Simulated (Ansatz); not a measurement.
## BAs (F-43m): spin-orbit coupling beyond the local functionals

Aim: the spin-orbit change of the gap of BAs (F-43m).

Method: density functionals with and without spin-orbit coupling, plane waves, PAW, in Ansatz 0.2.0.

**Experimental background.**

- Gap 1.82 eV: indirect optical gap from absorption edge; UV-visible absorption; 300 K; bulk crystal (single crystal grown by chemical vapor transport) (“Basic Physical Properties of Cubic Boron Arsenide”, 2019, arxiv:1911.11281).

- Gap 4.12 eV: direct gap from square of absorption coefficient, average of two samples; spectroscopic ellipsometry; 300 K; bulk crystal (CVT-grown opaque bulk crystals) (“Optical properties of cubic boron arsenide”, 2019, arxiv:1911.04914).

- Gap 2.02 eV: indirect gap from square root of absorption coefficient, average of three samples; transmission and reflection spectroscopy; 300 K; bulk crystal (CVT-grown platelets about 10 um thick) (“Optical properties of cubic boron arsenide”, 2019, arxiv:1911.04914).

**1. The structure**

It takes space group F-43m (No. 216, cubic). Conventional cell: a = 4.777 Å, b = 4.777 Å, c = 4.777 Å, α = 90.00°, β = 90.00°, γ = 90.00°. Nearest to B lie 4 As at 2.07 Å. As has 4 B at 2.07 Å nearest. Farther neighbours are not listed.

As a file:

```cif
data_structure
_symmetry_space_group_name_H-M 'P 1'
_symmetry_Int_Tables_number 1
_cell_length_a 3.3778
_cell_length_b 3.3778
_cell_length_c 3.3778
_cell_angle_alpha 60.000
_cell_angle_beta 60.000
_cell_angle_gamma 60.000
_cell_volume 27.25
loop_
_atom_site_label
_atom_site_type_symbol
_atom_site_fract_x
_atom_site_fract_y
_atom_site_fract_z
_atom_site_occupancy
B1 B 0.00000 0.00000 0.00000 1
As2 As 0.25000 0.25000 0.25000 1
```

The cell and positions come from the Crystallography Open Database and are kept as given unless a step says otherwise. The default PAW set here is soft_2. Its files were made with PBE.

**2. HSE06, 4×4×4 mesh**

This step: DFT, HSE06, plane waves, PAW.

File input.yaml:

```yaml
crystal:
  lattice:
    - [0.0, 2.3885, 2.3885]
    - [2.3885, 0.0, 2.3885]
    - [2.3885, 2.3885, 0.0]
  atoms:
    - { symbol: B, position: [0.0, 0.0, 0.0] }
    - { symbol: As, position: [0.25, 0.25, 0.25] }
kpoints:
  mp_grid: { grid: [4, 4, 4] }
  band_path:
    path:
      - [0.0, 0.0, 0.0]
      - [-0.5, -0.5, 0.0]
      - [-0.375, -0.375, 0.25]
      - [-0.375, 0.0, 0.375]
      - [0.0, 0.0, 0.5]
      - [-0.5, -0.25, 0.25]
      - [-0.4, -0.4, 0.0]
    npoints: 1
hamiltonian:
  xc: hse06
scf:
  occupations: { method: fixed }
  n_extra_bands: 4
output:
  eigenvalues: true
```

Started as:

```
$ ansatz run input.yaml --threads 3 --pin off --max-ram 92160MiB --backend cuda --events-out ev --progress --plain --runs-dir out --devices 1 --max-vram 13GiB  # rebuilt from the run's record
```

Numbers of over 12 decimals in the logs are rounded to 6 here.

Output:

```text
scf.n_extra_bands = 4 over 9 filled bands (N_el = 18.0): the run solves 13 bands
GPUs: using 1 of 1 available (devices: 1).
Engine: ansatz 0.2.0, x86_64-unknown-linux-gnu
Pseudopotentials: kind: paw
Pseudopotential: B, paw, valence charge 3, recommended cutoff 420 eV (normal), B.paw.azcp
Pseudopotential: As, paw, valence charge 15, recommended cutoff 420 eV (normal), As.paw.azcp
Functional definition: HSE06
  parameter a = 0.25
  parameter omega = 0.11/bohr
  exchange = pbe_x - a*pbe_x_sr(omega) + a*exact_x_sr(omega)
  correlation = pbe_c
davidson cushion auto → on  (no smearing: the cushion is to keep the highest requested band from converging to the state above it; pin scf.eigensolver.cushion to override)
device memory: the entry about to start is reckoned to put 0.7 GiB on a device that reports 49.0 GiB free (of which the cap on the GPU budget leaves the run 13.0 GiB)
GPU FFT provider: cuFFT
GPU libraries: cuBLAS 13.8.2, cuFFT 12.4.0, cuSOLVER 12.3.4
Crystal: 2 atoms, lattice volume = 27.252 Å³
Basis set: ecut = 420 eV, 531 PW (Γ)
Bands: 13, of which v1, the nominal top of the filled ones, is band 9 counted from 1 (8 counted from 0)
Symmetry: 24 space group operations
Space group: F-43m (ITA 216), of the structure as read, at distance tolerance 3.0e-5 Å
k-points: 8 of 64 (time reversal used)
Non-local potential: B, projectors of the file, l = 0: 2, l = 1: 2, l = 2: 1
Non-local potential: As, projectors of the file, l = 0: 2, l = 1: 2, l = 2: 3, l = 3: 1
PAW form: soft (Blöchl's): semilocal exchange-correlation on the pseudo side does not see the compensation charge
PAW frozen core: B, regenerated for the run's functional, and the local potential with it (the file was generated under x = pbe(κ = 0.804, μ = 0.219515), c = pbe(β = 0.066725))
PAW frozen core: As, regenerated for the run's functional, and the local potential with it (the file was generated under x = pbe(κ = 0.804, μ = 0.219515), c = pbe(β = 0.066725))
PAW one-centre angular grid: B, 110 points (default); XC on 64 Gauss nodes
PAW one-centre angular grid: As, 590 points (default); XC on 64 Gauss nodes
Initial density: superposition of atomic densities (neutral atoms: chi_scale 0, normalization atom), corrected by the library's trained network
Initial wavefunctions: pseudopotential atomic-orbital guess
GPU buffer pool allocated for 13824 grid points (all kernels)
GPU transforms: local potential and band sums: pruned to the plane-wave sphere, on 24×24×24
Functional: x = pbe(κ = 0.804, μ = 0.219515), c = pbe(β = 0.066725), warm-up for x = pbe(κ = 0.804, μ = 0.219515) + 0.25 (exact − pbe) at short range (hse, ω = 0.207870 Å⁻¹), c = pbe(β = 0.066725); HSE06 as pw.x's `hse` composes it (authors' and Libxc's form: `xc: wpbeh`)
[...]
GPU libraries: cuBLAS 13.8.2, cuFFT 12.4.0, cuSOLVER 12.3.4
GPU buffer pool allocated for 13824 grid points (all kernels)
GPU transforms: local potential and band sums: pruned to the plane-wave sphere, on 24×24×24
Exchange kernel: α = 0.2500, screened, ω = 0.2079 Å⁻¹, Wigner–Seitz truncation, v(0) = 990.8534 eV·Å³, q-mesh 4×4×4, nearest image of the exchange supercell L = 13.51 Å, pair-density grid 15×15×15, without the augmentation charges, whose exchange is taken in its separable form by FFT convolution over the k-point mesh (sized by the pseudopotential files, 20×20×20 at the most), smooth part of the exact exchange by density-matrix convolution in up to 641.1 MiB of GPU memory as planned if the GPU has room (build and FFT work areas not counted)
Frozen-core exchange: fock
SCF iter   1: F=—  HF=-5013.322833 eV  |F-HF|=—  |Δ(HF+E_count)|=         —  Δρ=9.85e-5  dr2=1.63e-6  ethr=1.46e-6  ⟨swp⟩=2.2  Hψ=242  notcnv=0
preconditioner: auto → none  [insulator: Δε(μ)=2.104 eV  Ē_g=13.991 eV  n_scr=8 (ndim 8)  ℏωp=20.1 eV  f_vac=0.003]
iter 2 solved again at ethr=1.43e-10 eV; its pass at ethr=7.84e-9 eV (dr2=2.58e-8 eV) is discarded
SCF iter   2: F=-5013.322833 eV  HF=-5013.322833 eV  |F-HF|=1.00e-8  |Δ(HF+E_count)|=   1.61e-7  Δρ=1.35e-5  dr2=9.82e-8  ethr=1.43e-10  ⟨swp⟩=2.0  Hψ=621  notcnv=0
SCF 3 converged in 2 iterations: F = -5013.322833 eV  dr2 = 9.82e-8
hybrid outer 2: dexx = +6.990e-7 eV, tail = 2.80e-7 eV, Δε = 2.06e-3 eV (about 2.68e-4 eV left of the loop's levels)
device memory: the entry about to start is reckoned to put 0.3 GiB on a device that reports 49.9 GiB free (of which the cap on the GPU budget leaves the run 13.0 GiB)
NSCF: frozen V_eff on 7 k-points
hybrid SCF converged: 2 outer / 7 inner (+3 warm-up), last move |dexx| = 6.99e-7 eV, tail = 2.80e-7 eV
Stability not checked: this state was not tested for a lower state beside it, because the functional holds exact exchange (a hybrid, or Hartree-Fock), whose exchange loop this test does not read (fock_operator; see scf.lower_state_search)
Free energy (F): -5013.322834 eV
Frozen-core exchange: fock
Harris-Foulkes:  -5013.322834 eV  (|F-HF|=1.00e-8)
Internal energy: -5013.322834 eV  (E = F + TS)
E sigma→0 (E₀):  -5013.322834 eV
Fermi energy:    10.745207 eV
--- Per-component energies (eV) ---
  E_band       = -256.420728
  E_kinetic    = 151.687540
  E_local      = -1694.337109  (includes V_loc(G=0)·N_el)
  E_nonlocal   = -658.886546
  E_hartree    = 941.514819
  E_xc         = -90.356921
  E_vxc        = -94.755242  (∫ρ·V_xc dr)
  E_exx        = -66.732367  (= α·E_x^exact, valence–valence)
  E_paw        = -1869.664460  (= ΣΔE_a)
  E_vpaw       = 290.309939  (= ΣTr[D̂ρ^β])
  E_aug_tail   = 0.000007  (compensation charges beyond the density's cutoff)
  E_ewald      = -1725.774997
  E_core_change = -0.772800  (= ΣΔE_core)
  E_smearing   = -0.000000  (= −TS)
  E_closure    = 0.000000  (closes the sum)
  Σ components = -5013.322834   (vs F -5013.322834, Δ=-9.09e-13)
--- Band table (eV; the first three rows and the last of 8) ---
  k-point 0: bands = [... 5 lower, -6.1803, 10.7452, 10.7452, 10.7452, 14.8894, 14.8894, 14.8894, 16.6709]
  k-point 1: bands = [... 5 lower, -5.0731, 5.3758, 9.5109, 9.5109, 14.7456, 16.3664, 16.3664, 19.9449]
  k-point 2: bands = [... 5 lower, -2.9807, 1.0642, 8.7564, 8.7564, 14.3548, 16.4745, 16.4745, 20.7734]
  k-point 7: bands = [... 5 lower, -1.2927, 1.7820, 4.7891, 5.1093, 16.9434, 17.9311, 18.4615, 18.9457]
```

The job ended after 14 s (1 × NVIDIA H100 80GB HBM3 (shared by 6 runs) with 3 threads of AMD EPYC 7R13 (Zen 3), shared host; peak memory 1 GiB).

Reading the cycles: dr2 is the Hartree energy of the density residual (eV), the measure of convergence; HF is the Harris–Foulkes estimate of the energy, which meets the free energy F at convergence.

Numbers from this step:

* gap: 1.867 eV
* valence top at: Γ
* conduction bottom at: k = (-0.400, -0.400, 0.000)
* least direct gap: 4.144 eV
* exact-exchange fraction: 0.25

The gap is indirect, with the least direct gap 2.28 eV higher.

**3. HSE06+SOC, 4×4×4 mesh**

The many-body steps leave out spin-orbit coupling, so its effect is taken from a two-component run, with twice the bands.

This step: DFT, HSE06 with spin-orbit coupling, plane waves, PAW.

Edit input.yaml of step 2 so:

```diff
@@ -24,4 +24,11 @@
   occupations: { method: fixed }
-  n_extra_bands: 4
+  n_extra_bands: 8
+magnetization:
+  noncollinear: true
+  spin_orbit: true
 output:
   eigenvalues: true
+  write_density: true
+  write_potential: true
+  elf: true
+  volumetric_format: npy
```

Output:

```text
[...]
GPUs: using 1 of 1 available (devices: 1).
[...]
non-collinear run that drives no moment, with spin-orbit: no starting moment large enough to seed its density (crystal.atoms[].spin), no starting occupations that ask for one, no magnetisation constraint and no magnetic field, so the semilocal B_xc is pinned to zero
[...]
GPU FFT provider: cuFFT
GPU libraries: cuBLAS 13.8.2, cuFFT 12.4.0, cuSOLVER 12.3.4
Crystal: 2 atoms, lattice volume = 27.252 Å³
Basis set: ecut = 420 eV, 531 PW (Γ)
Bands: 26, of which v1, the nominal top of the filled ones, is band 18 counted from 1 (17 counted from 0)
Symmetry: 24 space group operations + 24 with time reversal
[...]
k-points: 8 of 64 (time reversal used)
Projection manifold: j_resolved (fully-relativistic pseudo-atomic orbitals)
[...]
GPU buffer pool allocated for 13824 grid points (all kernels)
[...]
SCF iter   1: F=—  HF=-5012.705487 eV  |F-HF|=—  |Δ(HF+E_count)|=         —  Δρ=8.00e-2  dr2=2.22e0  dr2_m=0.00e0 (ungated)  ethr=1.00e-1  |M|=0.00e0 ∫|m|=0.00e0 μB  |m|>n=0.0e0 m-floor=0.0e0 τ_xc=0.0e0  β_m=0.30  ⟨swp⟩=4.1  Hψ=793  notcnv=0
[...]
SCF iter   5: F=-5012.047751 eV  HF=-5012.047732 eV  |F-HF|=1.86e-5  |Δ(HF+E_count)|=   1.19e-4  Δρ=6.72e-4  dr2=5.08e-5  dr2_m=0.00e0 (ungated)  ethr=3.83e-6  |M|=0.00e0 ∫|m|=0.00e0 μB  |m|>n=0.0e0 m-floor=0.0e0 τ_xc=0.0e0  ⟨swp⟩=2.9  Hψ=496  notcnv=0
SCF 1 stopped early in 5 iterations: F = -5012.047751 eV  dr2 = 5.08e-5
[...]
GPU FFT provider: cuFFT
GPU libraries: cuBLAS 13.8.2, cuFFT 12.4.0, cuSOLVER 12.3.4
Projection manifold: j_resolved (fully-relativistic pseudo-atomic orbitals)
[...]
GPU buffer pool allocated for 13824 grid points (all kernels)
[...]
Frozen-core exchange: fock
SCF iter   1: F=—  HF=-5012.584975 eV  |F-HF|=—  |Δ(HF+E_count)|=         —  Δρ=6.92e-3  dr2=6.95e-3  dr2_m=0.00e0 (ungated)  ethr=2.82e-6  |M|=0.00e0 ∫|m|=0.00e0 μB  |m|>n=0.0e0 m-floor=0.0e0 τ_xc=0.0e0  β_m=0.30  ⟨swp⟩=5.8  Hψ=953  notcnv=0
[...]
SCF iter   6: F=-5012.580476 eV  HF=-5012.580478 eV  |F-HF|=1.68e-6  |Δ(HF+E_count)|=   4.85e-5  Δρ=6.99e-5  dr2=9.17e-7  dr2_m=0.00e0 (ungated)  ethr=1.34e-8  |M|=0.00e0 ∫|m|=0.00e0 μB  |m|>n=0.0e0 m-floor=0.0e0 τ_xc=0.0e0  ⟨swp⟩=4.0  Hψ=702  notcnv=0
SCF 2 stopped early in 6 iterations: F = -5012.580476 eV  dr2 = 9.17e-7
hybrid outer 1: dexx = +4.264e-3 eV, tail = 5.23e-5 eV
GPU FFT provider: cuFFT
GPU libraries: cuBLAS 13.8.2, cuFFT 12.4.0, cuSOLVER 12.3.4
Projection manifold: j_resolved (fully-relativistic pseudo-atomic orbitals)
GPU buffer pool allocated for 13824 grid points (all kernels)
[...]
Frozen-core exchange: fock
SCF iter   1: F=—  HF=-5012.580685 eV  |F-HF|=—  |Δ(HF+E_count)|=         —  Δρ=5.56e-5  dr2=3.45e-7  dr2_m=0.00e0 (ungated)  ethr=1.45e-6  |M|=0.00e0 ∫|m|=0.00e0 μB  |m|>n=0.0e0 m-floor=0.0e0 τ_xc=0.0e0  β_m=0.30  ⟨swp⟩=2.2  Hψ=467  notcnv=0
[...]
SCF iter   2: F=-5012.580684 eV  HF=-5012.580684 eV  |F-HF|=6.84e-9  |Δ(HF+E_count)|=   2.69e-7  Δρ=8.77e-6  dr2=2.66e-8  dr2_m=0.00e0 (ungated)  ethr=2.88e-11  |M|=0.00e0 ∫|m|=0.00e0 μB  |m|>n=0.0e0 m-floor=0.0e0 τ_xc=0.0e0  ⟨swp⟩=2.0  Hψ=1270  notcnv=0
SCF 3 converged in 2 iterations: F = -5012.580684 eV  dr2 = 2.66e-8
[...]
NSCF: frozen V_eff on 7 k-points
[...]
Magnetization: |M| = 0.0000 μB,  M = (+0.0000, +0.0000, +0.0000) μB
Absolute magnetization: 0.0000 μB (∫|m|)
  site 0: m = (+0.0000, +0.0000, +0.0000) μB, |m| = 0.0000 μB  (R = 0.85 Å)
  site 1: m = (+0.0000, +0.0000, +0.0000) μB, |m| = 0.0000 μB  (R = 0.85 Å)
Free energy (F): -5012.580685 eV
Frozen-core exchange: fock
[...]
Internal energy: -5012.580685 eV  (E = F + TS)
E sigma→0 (E₀):  -5012.580685 eV
Fermi energy:    10.817662 eV
[...]
--- Band table (eV; the first three rows and the last of 8) ---
  k-point 0: bands = [... 14 lower, 10.8177, 10.8177, 10.8177, 10.8177, 14.7476, 14.7476, 14.9628, 14.9628, ... 4 higher]
  k-point 1: bands = [... 14 lower, 9.4324, 9.4324, 9.5851, 9.5864, 14.7448, 14.7448, 16.3032, 16.3032, ... 4 higher]
  k-point 2: bands = [... 14 lower, 8.6756, 8.6756, 8.8330, 8.8330, 14.3551, 14.3551, 16.4325, 16.4325, ... 4 higher]
  k-point 7: bands = [... 14 lower, 4.7015, 4.8556, 5.1084, 5.1265, 16.9381, 16.9487, 17.9305, 17.9319, ... 4 higher]
```

Wall time 21 s (1 × NVIDIA H100 80GB HBM3 (shared by 6 runs) with 3 threads); peak memory 1.2 GiB.

This step gave:

```yaml
gap: 1.794 eV
valence_top_at: Γ
conduction_bottom_at: k = (-0.400, -0.400, 0.000)
least_direct_gap: 3.930 eV
exact_exchange_fraction: 0.25
```

The gap stands −0.07 eV against HSE06.

**4. Together**

Times are wall times on 1 × NVIDIA H100 80GB HBM3 (shared by 6 runs) with 3 threads of AMD EPYC 7R13 (Zen 3), shared host, good to a factor of about two.

```csv
level,gap (eV),with coupling (eV),change (eV),time,with coupling
HSE06,1.87,1.79,−0.07,14 s,21 s
```

**5. What came out**

```json
{
  "HSE06": "1.87 eV",
  "HSE06+SOC": "1.79 eV"
}
```

**Reading.** Spin-orbit coupling changes the gap by −0.07 eV and the least direct gap by −0.21 eV. Against experiment, by HSE06+SOC: the gap of 1.79 eV lies −0.03 eV from the measured 1.82 eV (indirect, 300 K, 2019); the direct gap of 3.93 eV lies −0.19 eV from the measured 4.12 eV (direct, 300 K, 2019); the gap of 1.79 eV lies −0.23 eV from the measured 2.02 eV (indirect, 300 K, 2019). An exciton line or allowed optical edge lies below the quasiparticle gap by the binding energy; a forbidden edge can push the onset above it. The lattice is static and excitons are left out.

[Paths, hosts, dates, memory and timing lines, banners, echoed tables and standing remarks are left out of the program output.]

[Logs are printed without paths, hosts, clocks, repeated set-up lines and the standing remarks that a program may print on its own settings, such as how far it seeks lower states.]

[Runs of the session that timed out or met a known fault of the program may be left out.]

[Cells called generated may have been cut or substituted from an entry of the Crystallography Open Database or the Materials Project.]

[Hosts, paths, dates, database ids (printed as entryN), source tags and the programs' standing remarks are cut or masked in the printed files.]
